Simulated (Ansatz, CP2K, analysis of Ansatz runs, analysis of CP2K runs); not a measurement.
# CsLiBr2 (P4/nmm):V_Br (site 1), a ladder of methods on one cell (CP2K), part 2 of 2

Question: at which Fermi levels does V_Br (site 1) in CsLiBr2 (P4/nmm) change its charge, and how much of the answer depends on the basis and the functional? The model is a cell of 64 host atoms with 1 Br taken out.

CP2K 2026.2; CP2K Gaussian and plane waves DFT, PBEsol, SR-DZVP basis, GTH potentials; charged supercells in a uniform background, point-charge correction with alignment at far sites.

So far. Step 4 (Relaxing each charge state): Against the host's sites the lattice moves most at charge +1 (0.33 Å); the smallest move among the states is 0.08 Å. Step 5 (Corrections and levels): So at this level: (+1/0) at 3.34 eV (3.48 without the correction) and (0/−1) at 4.15 eV (3.88 without the correction), in a gap of 4.36 eV. At the zone centre alone a defect band is sampled at one point, which in cells of this size can move these levels by tenths of an eV or more.

**6. CP2K, PBE0, UZH-DZVP, ADMM, with orbitals at the vacancy, Γ**

PBEsol makes the gap too small and spreads bound carriers. PBE0 mixes in exact exchange, which the auxiliary density matrix method (ADMM) makes affordable here, with the basis and potentials made for hybrids (UZH-DZVP); a short PBE run supplies the starting orbitals and screens the integrals. The structures are kept, so only the electrons respond.

File defect.inp:

```
&GLOBAL
  PROJECT defect
  RUN_TYPE ENERGY
  PRINT_LEVEL LOW
&END GLOBAL
&FORCE_EVAL
  METHOD QS
  &DFT
    BASIS_SET_FILE_NAME BASIS_MOLOPT_UZH
    BASIS_SET_FILE_NAME BASIS_ADMM_UZH
    POTENTIAL_FILE_NAME POTENTIAL_UZH
    CHARGE 1
    &AUXILIARY_DENSITY_MATRIX_METHOD
      ADMM_TYPE ADMM2
      EXCH_CORRECTION_FUNC PBEX
    &END AUXILIARY_DENSITY_MATRIX_METHOD
    WFN_RESTART_FILE_NAME start-RESTART.wfn
    &MGRID
      CUTOFF 500
      REL_CUTOFF 45
      NGRIDS 5
    &END MGRID
    &QS
      METHOD GPW
      MIN_PAIR_LIST_RADIUS -1
      EPS_DEFAULT 1.0E-10
    &END QS
    &SCF
      SCF_GUESS RESTART
      EPS_SCF 1.0E-6
      MAX_SCF 16
      &OT ON
        MINIMIZER DIIS
        PRECONDITIONER FULL_SINGLE_INVERSE
        ENERGY_GAP 0.001
      &END OT
      &OUTER_SCF ON
        EPS_SCF 1.0E-6
        MAX_SCF 12
      &END OUTER_SCF
    &END SCF
    &XC
      &XC_FUNCTIONAL
        &HYB_GGA_XC_PBEH
        &END HYB_GGA_XC_PBEH
      &END XC_FUNCTIONAL
      &HF
        FRACTION 0.25
        &SCREENING
          EPS_SCHWARZ 1.0E-6
          SCREEN_ON_INITIAL_P T
        &END SCREENING
        &MEMORY
          MAX_MEMORY 1265
        &END MEMORY
        &INTERACTION_POTENTIAL
          POTENTIAL_TYPE TRUNCATED
          CUTOFF_RADIUS 4.81
          T_C_G_DATA t_c_g.dat
        &END INTERACTION_POTENTIAL
      &END HF
    &END XC
    &PRINT
      &MULLIKEN ON
        &EACH
          QS_SCF 0
          GEO_OPT 0
          CELL_OPT 0
          MD 0
        &END EACH
        ADD_LAST NUMERIC
      &END MULLIKEN
      &MO_CUBES ON
        NHOMO 8
        NLUMO 5
        WRITE_CUBE F
        &EACH
          QS_SCF 0
          GEO_OPT 0
          CELL_OPT 0
          MD 0
        &END EACH
        ADD_LAST NUMERIC
      &END MO_CUBES
      &E_DENSITY_CUBE ON
        STRIDE 2 2 2
        &EACH
          QS_SCF 0
          GEO_OPT 0
          CELL_OPT 0
          MD 0
        &END EACH
        ADD_LAST NUMERIC
      &END E_DENSITY_CUBE
      &V_HARTREE_CUBE ON
        STRIDE 2 2 2
        &EACH
          QS_SCF 0
          GEO_OPT 0
          CELL_OPT 0
          MD 0
        &END EACH
        ADD_LAST NUMERIC
      &END V_HARTREE_CUBE
    &END PRINT
  &END DFT
  &SUBSYS
    &CELL
      A 14.4467913449 0.0000000000 0.0000000000
      B 0.0000000000 14.4467913449 0.0000000000
      C 0.0000000000 0.0000000000 9.8118356887
      PERIODIC XYZ
    &END CELL
    &COORD
      Cs  1.7765530000 1.7931710000 2.9131340000
      Cs  5.4285980000 5.4137910000 2.8525840000
      Cs  1.6413020000 5.4279020000 6.9095640000
      Cs  5.4128480000 1.6299640000 6.9138550000
[... 3 atom lines left out ...]
      Li  5.4197540000 5.4135730000 9.3000240000
[... 10 atom lines left out ...]
      Cs  5.4169470000 9.1855700000 6.9073380000
[... 14 atom lines left out ...]
      Cs  9.1962050000 5.4072690000 6.9175840000
[... 28 atom lines left out ...]
      Br  10.8287780000 7.2181270000 0.0172070000
      Brg 5.4160087242 5.3986412242 6.4890689301
    &END COORD
    &KIND Brg
      ELEMENT Br
      BASIS_SET DZVP-MOLOPT-PBE0-GTH-q7
      BASIS_SET AUX_FIT admm-dz-q7
      GHOST T
    &END KIND
    &KIND Cs
      BASIS_SET DZVP-MOLOPT-PBE0-GTH-q9
      POTENTIAL GTH-PBE0-q9
      BASIS_SET AUX_FIT admm-dz-q9
    &END KIND
    &KIND Li
      BASIS_SET DZVP-MOLOPT-PBE0-GTH-q3
      POTENTIAL GTH-PBE0-q3
      BASIS_SET AUX_FIT admm-dz-q3
    &END KIND
    &KIND Br
      BASIS_SET DZVP-MOLOPT-PBE0-GTH-q7
      POTENTIAL GTH-PBE0-q7
      BASIS_SET AUX_FIT admm-dz-q7
    &END KIND
    &PRINT
      &ATOMIC_COORDINATES ON
      &END ATOMIC_COORDINATES
      &CELL ON
      &END CELL
    &END PRINT
  &END SUBSYS
  &PRINT
    &FORCES ON
    &END FORCES
  &END PRINT
&END FORCE_EVAL
```

File start.inp:

```
&GLOBAL
  PROJECT start
  RUN_TYPE ENERGY
  PRINT_LEVEL LOW
&END GLOBAL
&FORCE_EVAL
  METHOD QS
  &DFT
    BASIS_SET_FILE_NAME BASIS_MOLOPT_UZH
    BASIS_SET_FILE_NAME BASIS_ADMM_UZH
    POTENTIAL_FILE_NAME POTENTIAL_UZH
    CHARGE 1
    &MGRID
      CUTOFF 500
      REL_CUTOFF 45
      NGRIDS 5
    &END MGRID
    &QS
      METHOD GPW
      EPS_DEFAULT 1.0E-10
    &END QS
    &SCF
      SCF_GUESS ATOMIC
      EPS_SCF 1.0E-4
      MAX_SCF 16
      &OT ON
        MINIMIZER DIIS
        PRECONDITIONER FULL_ALL
        ENERGY_GAP 0.001
      &END OT
      &OUTER_SCF ON
        EPS_SCF 1.0E-4
        MAX_SCF 12
      &END OUTER_SCF
    &END SCF
    &XC
      &XC_FUNCTIONAL PBE
      &END XC_FUNCTIONAL
    &END XC
    &PRINT
      &MULLIKEN ON
        &EACH
          QS_SCF 0
          GEO_OPT 0
          CELL_OPT 0
          MD 0
        &END EACH
        ADD_LAST NUMERIC
      &END MULLIKEN
      &MO_CUBES ON
        NHOMO 8
        NLUMO 5
        WRITE_CUBE F
        &EACH
          QS_SCF 0
          GEO_OPT 0
          CELL_OPT 0
          MD 0
        &END EACH
        ADD_LAST NUMERIC
      &END MO_CUBES
    &END PRINT
  &END DFT
  &SUBSYS
    &CELL
      A 14.4467913449 0.0000000000 0.0000000000
      B 0.0000000000 14.4467913449 0.0000000000
      C 0.0000000000 0.0000000000 9.8118356887
      PERIODIC XYZ
    &END CELL
    &COORD
      Cs  1.7765530000 1.7931710000 2.9131340000
      Cs  5.4285980000 5.4137910000 2.8525840000
      Cs  1.6413020000 5.4279020000 6.9095640000
      Cs  5.4128480000 1.6299640000 6.9138550000
[... 3 atom lines left out ...]
      Li  5.4197540000 5.4135730000 9.3000240000
[... 10 atom lines left out ...]
      Cs  5.4169470000 9.1855700000 6.9073380000
[... 14 atom lines left out ...]
      Cs  9.1962050000 5.4072690000 6.9175840000
[... 28 atom lines left out ...]
      Br  10.8287780000 7.2181270000 0.0172070000
      Brg 5.4160087242 5.3986412242 6.4890689301
    &END COORD
    &KIND Brg
      ELEMENT Br
      BASIS_SET DZVP-MOLOPT-PBE0-GTH-q7
      GHOST T
    &END KIND
    &KIND Cs
      BASIS_SET DZVP-MOLOPT-PBE0-GTH-q9
      POTENTIAL GTH-PBE0-q9
    &END KIND
    &KIND Li
      BASIS_SET DZVP-MOLOPT-PBE0-GTH-q3
      POTENTIAL GTH-PBE0-q3
    &END KIND
    &KIND Br
      BASIS_SET DZVP-MOLOPT-PBE0-GTH-q7
      POTENTIAL GTH-PBE0-q7
    &END KIND
    &PRINT
      &ATOMIC_COORDINATES ON
      &END ATOMIC_COORDINATES
      &CELL ON
      &END CELL
    &END PRINT
  &END SUBSYS
  &PRINT
    &FORCES ON
    &END FORCES
  &END PRINT
&END FORCE_EVAL
```

The run is started by

```bash
$ OMP_NUM_THREADS=1 cp2k.psmp -i start.inp -o start.out
$ OMP_NUM_THREADS=1 cp2k.psmp -i defect.inp -o defect.out
```

The job ended after 8.3 min (1 thread of Arm Neoverse V2, shared host; peak memory 2.4 GiB).

By state, in eV; the first energy still holds the atoms taken out or put in:

```tsv
charge	moment (μB)	energy over the host, electrons at the valence top	point-charge term	potential shift at far sites	its spread	correction
−1	0	376.154	0.208	-0.111	0.028	0.318
0	1	370.690	0.000	-	-	0.000
+1	0	365.916	0.208	-0.061	0.038	0.147
```

Against the first level the gap goes from 4.36 to 6.24 eV, and the level that moves most, (0/−1), from 4.15 to 5.78 eV; counted from the conduction bottom it moves by 0.25 eV, so it follows the conduction band more closely, by this count alone (no common zero is set between the two levels of method).

**7. Side by side**

Gap and levels in eV, each above its own valence top, and the processor time of the defect runs (shared machines):

```tsv
level of method	gap	(+1/0)	(0/−1)	runs	core time
CP2K, PBEsol, SR-DZVP, with orbitals at the vacancy, Γ	4.36	3.34	4.15	relaxations	78 min
CP2K, PBE0, UZH-DZVP, ADMM, with orbitals at the vacancy, Γ	6.24	4.63	5.78	single points	39 min
```

**8. Outcome**

```json
{"gap of the host (CP2K, PBEsol)": "4.36 eV", "gap with PBE0": "6.24 eV", "level (plus 1/0), CP2K, PBEsol, SR-DZVP, with orbitals at the vacancy, Γ": "3.34 eV above the valence top", "level (0/minus 1), CP2K, PBEsol, SR-DZVP, with orbitals at the vacancy, Γ": "4.15 eV above the valence top", "level (plus 1/0), CP2K, PBE0, UZH-DZVP, ADMM, with orbitals at the vacancy, Γ": "4.63 eV above the valence top", "level (0/minus 1), CP2K, PBE0, UZH-DZVP, ADMM, with orbitals at the vacancy, Γ": "5.78 eV above the valence top"}
```

At the level trusted most (CP2K, PBE0, UZH-DZVP, ADMM, with orbitals at the vacancy, Γ) the charge changes at 4.63 eV (+1/0) and 5.78 eV (0/−1) above the valence top, in a gap of 6.24 eV. PBE0, with its own basis and potentials, opens the gap by 1.88 eV, and the levels move by 1.29 to 1.63 eV against the valence top; a relaxation under the hybrid, not done here, would move them further. No levels were formed for plane-wave PAW DFT, PBEsol (a run was refused) and plane-wave PAW DFT, PBEsol (a run was refused). Only the charges −1, 0 and +1 were placed; others may be stable too. Keep in mind: sampling at the zone centre alone can move energies of charged and open-shell states by tenths of an eV or more in cells of this size; spin–orbit coupling, which can matter with heavy atoms, is left out.

[Logs are printed without paths, hosts, clocks, repeated set-up lines and the standing remarks that a program may print on its own settings, such as how far it seeks lower states.]

[Hosts, paths, dates, database ids (printed as entryN), source tags and the programs' standing remarks are cut or masked in the printed files.]

[For some hosts the program warned that the k-mesh of the response run may be too coarse for force constants and the static dielectric constant; such warnings are not shown here.]

[Charge tables in the logs are Mulliken or Hirshfeld populations, whose sizes and signs can differ; where basis functions stand at a vacancy, SIESTA counts their charge against the missing atom's valence.]

[In relaxation paths of CP2K, step 0 can be the structure after the first move, since the trajectory file begins there, and the last row can be the final structure solved once more.]
